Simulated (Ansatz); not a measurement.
# MgO (Fm-3m) in Ansatz: further runs

One crystal, MgO, is run at these levels: LDA, PBE; tasks: phonons, elastic constants, Born charges and dielectric tensor.

Everything below comes from runs of Ansatz 0.2.0. Logs are shortened: lines on timing, memory, paths and dates and some standing lists are left out, and cuts for length are marked.

**The experiment to reproduce.**

From “Electronic structure of alkaline earth and post-transition metal oxides”, 2009, arxiv:0908.1581, for a bulk crystal of MgO: band gap 7.83 eV.

From “Infrared Optical Properties of Ferropericlase (Mg1-xFexO): Experiment and Theory”, 2007, arxiv:0704.2267, for a bulk crystal of MgO at 295 K: high-frequency dielectric constant 2.95 ± 0.1.

The runs below are set against these values where they give the same quantity.

### 1 The crystal as given

It takes space group Fm-3m (No. 225, cubic). Conventional cell: a = 4.194 Å, b = 4.194 Å, c = 4.194 Å, α = 90.00°, β = 90.00°, γ = 90.00°. Around Mg (site symmetry m-3m) lie 6 O at 2.10 Å. Around O (site symmetry m-3m) lie 6 Mg at 2.10 Å.

The cell is a database's computed one.

### 2 Phonons, LDA

input.yaml reads:

```yaml
crystal:
  lattice:
    - [0.0, 2.0970013927, 2.0970013927]
    - [2.0970013927, 0.0, 2.0970013927]
    - [2.0970013927, 2.0970013927, 0.0]
  atoms:
    - { symbol: Mg, position: [0.0, 0.0, 0.0] }
    - { symbol: O, position: [0.5, 0.5, 0.5] }
hamiltonian:
  xc: lda
  pseudopotentials: { kind: paw }
kpoints:
  mp_grid: { grid: [8, 8, 8] }
scf:
  occupations: { method: fixed }
phonons:
  method: dfpt
  dielectric: true
  rigid_motions: translations
  qmesh: [2, 2, 2]
  temperatures: { t_max: 1000, t_step: 100 }
  qpath:
    path:
      - [[0.0, 0.0, 0.0], [0.5, 0.0, 0.5], [0.5, 0.25, 0.75], [0.375, 0.375, 0.75], [0.0, 0.0, 0.0], [0.5, 0.5, 0.5], [0.625, 0.25, 0.625], [0.5, 0.25, 0.75], [0.5, 0.5, 0.5], [0.375, 0.375, 0.75]]
      - [[0.625, 0.25, 0.625], [0.5, 0.0, 0.5]]
    npoints: 8
```

Potentials or basis: Ansatz PAW.

Started as:

```bash
$ ansatz run input.yaml --threads 2 --pin off --max-ram 5632MiB --backend cpu --events-out ev --progress --plain --runs-dir out
```

Output:

```text
Warning: RAYON_NUM_THREADS=2 ignored (pool sized by the plan → 2); use --threads N
Engine: ansatz 0.2.0, aarch64-unknown-linux-gnu
Pseudopotentials: kind: paw
Pseudopotential: Mg, paw, valence charge 10, recommended cutoff 420 eV (normal), Mg.paw.azcp
Pseudopotential: O, paw, valence charge 6, recommended cutoff 420 eV (normal), O.paw.azcp
Functional definition: SPW92
  exchange = slater_x
  correlation = pw_c
Crystal: 2 atoms, lattice volume = 18.443 Å³
Basis set: ecut = 420 eV, 339 PW (Γ), exchange–correlation on 40×40×40 points (8 copies of the dense FFT grid, shifted against one another)
Bands: 12, of which v1, the nominal top of the filled ones, is band 8 counted from 1 (7 counted from 0)
Symmetry: 48 space group operations
k-points: 59 of 512 (irreducible under 8 space group operations, time reversal used)
Non-local potential: Mg, projectors of the file, l = 0: 3, l = 1: 2, l = 2: 1
Non-local potential: O, projectors of the file, l = 0: 2, l = 1: 2, l = 2: 1
PAW form: soft (Blöchl's): semilocal exchange-correlation on the pseudo side does not see the compensation charge
PAW frozen core: Mg, regenerated for the run's functional, and the local potential with it (the file was generated under x = pbe(κ = 0.804, μ = 0.2195149727645171), c = pbe(β = 0.06672455060314922))
PAW frozen core: O, regenerated for the run's functional, and the local potential with it (the file was generated under x = pbe(κ = 0.804, μ = 0.2195149727645171), c = pbe(β = 0.06672455060314922))
PAW one-centre angular grid: Mg, 110 points (default); XC on 64 Gauss nodes
PAW one-centre angular grid: O, 110 points (default); XC on 64 Gauss nodes
Initial density: superposition of atomic densities (neutral atoms: chi_scale 0, normalization atom), corrected by the library's trained network
Initial wavefunctions: pseudopotential atomic-orbital guess
Functional: x = slater, c = lda
SCF iter   1: F=—  HF=-2460.076965 eV  |F-HF|=—  |Δ(HF+E_count)|=         —  Δρ=1.75e-2  dr2=4.52e-2  ethr=1.77e-3  ⟨swp⟩=4.7  Hψ=3728  notcnv=0  defer=97
preconditioner: auto → none  [insulator: Δε(μ)=4.631 eV  Ē_g=18.254 eV  n_scr=8 (ndim 8)  ℏωp=24.5 eV  f_vac=0.000  ε∞_Penn≈2.8]
SCF iter   2: F=—  HF=-2460.062645 eV  |F-HF|=—  |Δ(HF+E_count)|=   1.43e-2  Δρ=8.98e-3  dr2=7.88e-3  ethr=2.83e-4  ⟨swp⟩=2.5  Hψ=1478  notcnv=0  defer=116
SCF iter   3: F=—  HF=-2460.059819 eV  |F-HF|=—  |Δ(HF+E_count)|=   2.83e-3  Δρ=1.93e-3  dr2=3.81e-4  ethr=4.93e-5  ⟨swp⟩=2.0  Hψ=1038  notcnv=0  defer=116
SCF iter   4: F=—  HF=-2460.059595 eV  |F-HF|=—  |Δ(HF+E_count)|=   2.24e-4  Δρ=3.99e-4  dr2=1.32e-5  ethr=2.38e-6  ⟨swp⟩=2.0  Hψ=1242  notcnv=0  defer=111
SCF iter   5: F=—  HF=-2460.059587 eV  |F-HF|=—  |Δ(HF+E_count)|=   8.20e-6  Δρ=2.18e-5  dr2=5.59e-8  ethr=8.28e-8  ⟨swp⟩=2.0  Hψ=1100  notcnv=0
SCF iter   6: F=—  HF=-2460.059589 eV  |F-HF|=—  |Δ(HF+E_count)|=   2.18e-6  Δρ=2.50e-6  dr2=5.58e-10  ethr=3.49e-10  ⟨swp⟩=1.8  Hψ=1071  notcnv=0
SCF iter   7: F=-2460.059589 eV  HF=-2460.059589 eV  |F-HF|=2.27e-12  |Δ(HF+E_count)|=  5.78e-11  Δρ=1.17e-7  dr2=7.15e-13  ethr=1.00e-12  ⟨swp⟩=6.7  Hψ=3500  notcnv=0
SCF 1 converged in 7 iterations: F = -2460.059589 eV  dr2 = 7.15e-13
DFPT response loops at Γ: preconditioner auto → none (the input reference at scf.mixing.eps_inf says where Resta's filter doesn't serve); β = 0.50; Broyden in place of MSR1
── the response to a field inside a basis, on 8×8×8 k-points: an SCF that follows is theirs, and a resumed run solves both again ──
Bands: 9, of which v1, the nominal top of the filled ones, is band 8 counted from 1 (7 counted from 0)
k-points: 60 of 512 (irreducible under 12 space group operations)
Initial density: handed on by an earlier stage of this run
Initial wavefunctions: pseudopotential atomic-orbital guess (no wavefunctions were taken with the density)
Eigensolver: Dense (60 Hₖ)
SCF iter   1: F=—  HF=-2460.065160 eV  |F-HF|=—  |Δ(HF+E_count)|=         —  Δρ=1.20e-3  dr2=3.69e-5  ethr=1.00e-1
preconditioner: auto → none  [insulator: Δε(μ)=5.079 eV  Ē_g=14.526 eV  n_scr=8 (ndim 8)  ℏωp=24.5 eV  f_vac=0.000  ε∞_Penn≈3.8]
SCF iter   2: F=—  HF=-2460.065153 eV  |F-HF|=—  |Δ(HF+E_count)|=   7.37e-6  Δρ=5.49e-4  dr2=1.25e-5  ethr=2.31e-7
SCF iter   3: F=—  HF=-2460.065152 eV  |F-HF|=—  |Δ(HF+E_count)|=   8.80e-7  Δρ=2.51e-4  dr2=2.41e-6  ethr=7.84e-8
SCF iter   4: F=-2460.065152 eV  HF=-2460.065152 eV  |F-HF|=1.29e-9  |Δ(HF+E_count)|=   5.04e-7  Δρ=1.56e-5  dr2=1.14e-8  ethr=1.50e-8
SCF 1 converged in 4 iterations: F = -2460.065152 eV  dr2 = 1.14e-8
DFPT response loops at Γ: mixed as the last ones told, above
NSCF: frozen V_eff on 29 k-points
NSCF: frozen V_eff on 300 k-points
DFPT response loops at q = (0, 0, -0.5) (fractional): mixed as the last ones told, above
NSCF: frozen V_eff on 190 k-points
DFPT response loops at q = (0, -0.5, -0.5) (fractional): mixed as the last ones told, above
SCF converged after 7 iterations
Free energy (F): -2460.059589 eV
Harris-Foulkes:  -2460.059589 eV  (|F-HF|=2.27e-12)
Internal energy: -2460.059589 eV  (E = F + TS)
E sigma→0 (E₀):  -2460.059589 eV
Fermi energy:    7.921788 eV
--- Per-component energies (eV) ---
  E_band       = -292.954126
  E_kinetic    = 255.005623
  E_local      = -1593.136059  (includes V_loc(G=0)·N_el)
  E_nonlocal   = 145.552454
  E_hartree    = 548.978798
  E_xc         = -103.768346
  E_vxc        = -133.932915  (∫ρ·V_xc dr)
  E_paw        = -418.023375  (= ΣΔE_a)
  E_vpaw       = -64.403361  (= ΣTr[D̂ρ^β])
  E_aug_tail   = 0.002571  (compensation charges beyond the density's cutoff)
  E_ewald      = -1294.918655
  E_core_change = 0.247401  (= ΣΔE_core)
  E_smearing   = -0.000000  (= −TS)
  E_closure    = -0.000000  (closes the sum)
  Σ components = -2460.059589   (vs F -2460.059589, Δ=0.00e0)
--- Band table (eV; the first three rows and the last of 59) ---
  k-point 0: bands = ["-63.5138", "-30.9115", "-30.9115", "-30.9115", "-9.1473", "7.9218", "7.9218", "7.9218", "12.7050", "23.5385", "23.5385", "23.5385"]
  k-point 1: bands = ["-63.5124", "-30.9256", "-30.9129", "-30.9129", "-8.9679", "6.9534", "7.8148", "7.8148", "13.6093", "21.8795", "23.9007", "23.9007"]
  k-point 2: bands = ["-63.5088", "-30.9592", "-30.9163", "-30.9163", "-8.5005", "5.2087", "7.5684", "7.5684", "15.0212", "20.3652", "24.4034", "24.4034"]
  k-point 58: bands = ["-63.5005", "-30.9674", "-30.9674", "-30.9453", "-7.4223", "4.8962", "4.8962", "6.0945", "19.4662", "19.4662", "19.9578", "23.3503"]
--- Phonons (Γ-DFPT): 2 representative perturbations + reference, on 59 of 512 k-points (Σ response iterations 6) ---
  k mesh reduced under 8 symmetry operations, with k and −k counted as one. Each operation leaves every solved perturbation unchanged. A smaller set is not considered because the run solves the response to a homogeneous field
  ASR residual: 8.570e-5 → 0.000e0 eV/Å²; symmetrization residual: 1.834e-6 eV/Å²
  ASR residual per site (eV/Å²): 8.57e-5 1.05e-5
  Γ frequencies (cm⁻¹): 0.00 0.00 0.00 384.57 384.57 384.57
  ε∞ (high-frequency dielectric tensor):
        3.210910     0.000000    -0.000000
        0.000000     3.210910    -0.000000
       -0.000000    -0.000000     3.210910
  ε⁰ (static dielectric tensor: ions relaxed, cell fixed):
       10.522428     0.000000     0.000000
        0.000000    10.522428     0.000000
        0.000000     0.000000    10.522428
  ε⁰ − ε∞ (ionic part):
        7.311518     0.000000     0.000000
        0.000000     7.311518     0.000000
        0.000000     0.000000     7.311518
  softest optical mode at Γ: 384.57 cm⁻¹; the repairs (sum rule, projections) moved no ω² at Γ by more than (1.07 cm⁻¹)²
  Born effective charges Z* (e; rows j = field, columns β = displacement):
    site 0:
         1.97741   -0.00000    0.00000
         0.00000    1.97741    0.00000
         0.00000    0.00000    1.97741
    site 1:
        -1.97741    0.00000   -0.00000
        -0.00000   -1.97741   -0.00000
        -0.00000   -0.00000   -1.97741
  Z* charge neutrality: 7.364e-4 e pre-enforcement
  solved inside a basis spanned on kpoints, on 8×8×8 k-points, its susceptibility summed on 12×12×12: ε∞ is read to err by 7.0e-3, Z* by 1.1e-2 e (field_mesh: kpoints solves on kpoints); Z* is corrected for what the basis lacks
  optical modes at Γ without the LO–TO term, one row a degenerate level:
      ω (cm⁻¹)  modes    IR ((D/Å)²/amu)
        384.57      3            28.0503
  optical modes at Γ + LO–TO along q̂ = [1.0000, 0.0000, 0.0000]:
      ω (cm⁻¹)  modes    IR ((D/Å)²/amu)
        384.57      2            18.7002
        696.17      1             9.3501
  optical modes at Γ + LO–TO along q̂ = [0.0000, 1.0000, 0.0000]:
      ω (cm⁻¹)  modes    IR ((D/Å)²/amu)
        384.57      2            18.7002
        696.17      1             9.3501
  optical modes at Γ + LO–TO along q̂ = [0.0000, 0.0000, 1.0000]:
      ω (cm⁻¹)  modes    IR ((D/Å)²/amu)
        384.57      2            18.7002
        696.17      1             9.3501
--- Phonons (arbitrary-q DFPT): 3 irreducible q on the 2×2×2 mesh ---
  q = [0.0000, 0.0000, 0.0000] (star 1, of the zone-centre solve; hermiticity 6.99e-7, symmetrization 7.18e-14): -0.00 -0.00 0.00 384.57 384.57 384.57
  q = [0.0000, 0.0000, -0.5000] (star 4, 2 solved perturbations on 150 of 512 k-point pairs; hermiticity 4.94e-10, symmetrization 2.47e-10): 269.53 269.53 352.04 352.04 538.58 558.15
  q = [0.0000, -0.5000, -0.5000] (star 3, 4 solved perturbations in 308 linear systems a pass and spin channel, the states on 95 of 512 k-point pairs; hermiticity 8.56e-8, symmetrization 8.58e-9): 287.18 287.18 415.18 433.63 433.63 537.06
  sum rule: each row above includes the acoustic sum rule's correction from the zone centre's row sums; it moved no ω² by more than (0.98 cm⁻¹)²
  mesh force constants: q→R imaginary residual 1.50e-17; ASR residual 8.570e-5 → 0.000e0 eV/Å²; symmetrization residual 1.066e-14 eV/Å²
  interpolated dispersion: 83 rows × 6 modes
  density of states and harmonic sums: on the 26×26×26 q-mesh, interpolated from the force constants of a 2×2×2 supercell (with the dipole–dipole term)
  largest difference from the sums on the solved wave vectors: F 3.43e-2 eV, S 6.72e-5 and C_V 3.17e-5 eV/K
  zero-point energy: 0.143796 eV/cell   skipped modes (ω ≤ 0): 3   left out of the sums: 2.84e-5 of the cell's modes: C_V's classical limit lies that fraction below 3 k_B per atom; for a crystal, a wire or a layer, F and S can be off by more, and a phonons.interpolated_qmesh denser along its periods is the remedy for the sampling
```

Wall time 15 s (2 threads of Arm Neoverse V1, shared host); peak memory 0.45 GiB.

Results:

```yaml
Free_energy: -2460.0596 eV
Band_gap_on_the_k_mesh: 4.78 eV, direct
Electronic_dielectric_tensor_diagonal: 3.21
Born_charges_mean_of_the_diagonal: Mg +1.98; O -1.98 e
Highest_phonon_frequency_LO-TO_splitting_left_out: 558 cm⁻¹
Static_dielectric_tensor_diagonal: 10.52
```

Levels at points of the mesh, in eV from the valence-band top:
```tsv
k point	band 6	band 7	band 8	band 9	band 10	band 11
(0.00, 0.00, 0.00)	0.00	0.00	0.00	4.78	15.62	15.62
(0.00, 0.00, -0.50)	-4.74	-0.68	-0.68	7.83	12.54	16.15
(0.00, -0.50, -0.50)	-4.17	-1.38	-1.38	8.94	9.85	13.03
(-0.50, 0.00, -0.50)	-4.17	-1.38	-1.38	8.94	9.85	13.03
```

Phonon frequencies in cm⁻¹ (negative: imaginary):
| q point | frequencies |
| --- | --- |
| (0.000, 0.000, 0.000) | 0 0 0 385 385 385 |
| (0.000, 0.000, -0.500) | 270 270 352 352 539 558 |
| (0.000, -0.500, -0.500) | 287 287 415 434 434 537 |

Electronic dielectric tensor:
```
3.21 0.00 0.00
0.00 3.21 0.00
0.00 0.00 3.21
```

Born effective charge tensors (e):
atom 1, Mg
```
1.98 0.00 0.00
0.00 1.98 0.00
0.00 0.00 1.98
```
atom 2, O
```
-1.98  0.00  0.00
 0.00 -1.98  0.00
 0.00  0.00 -1.98
```

Static dielectric tensor, electrons and zone-centre modes:
```
10.52  0.00  0.00
 0.00 10.52  0.00
 0.00  0.00 10.52
```

Caveat: the q mesh is small, so phonon branches between its points and thermal values are rough; the PAW data sets come from PBE, with cores solved anew for the run's functional, which leaves a small shift of forces and pressure.

### 3 Elastic constants, LDA

input.yaml reads:

```yaml
crystal:
  lattice:
    - [0.0, 2.0970013927, 2.0970013927]
    - [2.0970013927, 0.0, 2.0970013927]
    - [2.0970013927, 2.0970013927, 0.0]
  atoms:
    - { symbol: Mg, position: [0.0, 0.0, 0.0] }
    - { symbol: O, position: [0.5, 0.5, 0.5] }
hamiltonian:
  xc: lda
  pseudopotentials: { kind: paw }
kpoints:
  mp_grid: { grid: [8, 8, 8] }
scf:
  occupations: { method: fixed }
output:
  forces: true
  stress: true
elastic:
  mode: relaxed_ion
  stencil: two_point
```

Potentials or basis: Ansatz PAW.

Started as:

```bash
$ ansatz run input.yaml --threads 2 --pin off --max-ram 5632MiB --backend cpu --events-out ev --progress --plain --runs-dir out
```

Output:

```text
Warning: RAYON_NUM_THREADS=2 ignored (pool sized by the plan → 2); use --threads N
[... 7 set-up lines as earlier in the session ...]
Crystal: 2 atoms, lattice volume = 18.443 Å³
Basis set: ecut = 420 eV, 339 PW (Γ)
Bands: 12, of which v1, the nominal top of the filled ones, is band 8 counted from 1 (7 counted from 0)
[... 1 set-up line as earlier in the session ...]
Space group: Fm-3m (ITA 225), of the structure as read, at distance tolerance 2.6e-5 Å
k-points: 29 of 512
[... 1 set-up line as earlier in the session ...]
[... 99 lines left out ...]
  dense FFT box of the reference and of every strained cell: 20×20×20
  strains applied: 11, 23; error gains: componentwise 1.00 (the most a stress slope's error grows in a printed constant), spectral 1.73 (1 for all six strains in a standard setting)
  C = ∂σ_k/∂η_j (tension-positive GPa; Voigt order 11 22 33 23 13 12):
       288.750     89.196     89.196      0.000     -0.000     -0.000
        89.196    288.750     89.196     -0.000     -0.000     -0.000
        89.196     89.196    288.750     -0.000     -0.000     -0.000
         0.000     -0.000     -0.000    149.270     -0.000     -0.000
         0.000     -0.000      0.000      0.000    149.270      0.000
        -0.000      0.000     -0.000     -0.000     -0.000    149.270
  reference stress σ⁰ (GPa):      4.114      4.114      4.114      0.000      0.000      0.000
  C* (energy form; C + prestress term) asymmetry max|C*_kj − C*_jk| = 4.263e-14 GPa — a small one proves nothing (zero by symmetry where the batch's group is 432, −43m or m−3m); a large one is finite-difference/SCF noise where every solve meets its electron count
  moduli (Voigt/Reuss/Hill, GPa): K = 155.71/155.71/155.71   G = 129.47/124.56/127.01   E = 299.59   ν = 0.179
  mechanically stable: yes (min eigenvalue of sym C = 149.27 GPa)
  strain η (Voigt 11):  stress-route row diagonal C_11 = 288.75 GPa, energy-path curvature d²(F+E_count+ΔE)/dδ²/Ω₀ = 288.88 GPa
         δ    σ_11 (GPa)             F (eV)   n_scf  n_hpsi   n_pw
    -2.000e-3       3.5272       -2460.0605697       7   13851    370   relax 0 steps, max|allowed force component| 1.55e-30 eV/Å
     2.000e-3       4.6822       -2460.0585657       5    9937    371   relax 0 steps, max|allowed force component| 1.38e-29 eV/Å
  strain η (Voigt 23):  stress-route row diagonal C_44 = 149.27 GPa, energy-path curvature d²(F+E_count+ΔE)/dδ²/Ω₀ = 147.83 GPa
         δ    σ_23 (GPa)             F (eV)   n_scf  n_hpsi   n_pw
    -2.000e-3      -0.2985       -2460.0595890       6   18268    370   relax 0 steps, max|allowed force component| 1.30e-29 eV/Å
     2.000e-3       0.2985       -2460.0595890       5   15609    370   relax 0 steps, max|allowed force component| 7.12e-29 eV/Å
```

elastic.tsv:

```text
# convention: tension-positive GPa; Voigt order 11 22 33 23 13 12; engineering shear strains; stresses and constants hold the Pulay correction, whose part of sigma0, of c and of each member's stress the lines and columns named pulay_correction_..._gpa give (of c_energy it is that of c and, on the columns of strains 1 to 3, that of sigma0; of a layer's constants it is that of c in the plane, times a tenth of its plane spacing in ang); where a line pulay_correction_withheld stands none holds it
[... 15 lines left out ...]
6	-4.4178220575e-29	5.9955438632e-29	-6.3108872418e-30	-1.0213458256e-46	-2.0426916511e-46	1.4926985963e2	4.1690001295e-16	4.1690001295e-16	4.1690001295e-16	-1.0213458256e-46	-2.0426916511e-46	1.4926985963e2	-2.9566037859e-31	-9.2607107859e-32	3.6977854932e-32	1.6691925605e-49	3.3383851209e-49	-2.4395276601e-1
```

Run time: 2.9 s. Hardware: 2 threads of Arm Neoverse V1, shared host; peak memory 0.27 GiB.

What came out:

* Free energy: -2460.0596 eV
* Pressure: -4.1 GPa
* Band gap on the k mesh: 4.78 eV, direct
* Elastic constants C11, C12, C44: 289, 89, 149 GPa
* Voigt bulk modulus: 156 GPa

Elastic tensor in Voigt notation (GPa, in the Cartesian axes of the cell as first typed):
```
289  89  89   0   0   0
 89 289  89   0   0   0
 89  89 289   0   0   0
  0   0   0 149   0   0
  0   0   0   0 149   0
  0   0   0   0   0 149
```

Caveat: the cell is more than 3 GPa from zero pressure, which shifts response properties; the pressure holds a Pulay correction of +0.8 GPa for the finite cutoff; the PAW data sets come from PBE, with cores solved anew for the run's functional, which leaves a small shift of forces and pressure.

(Continued in part 2 of 2.)
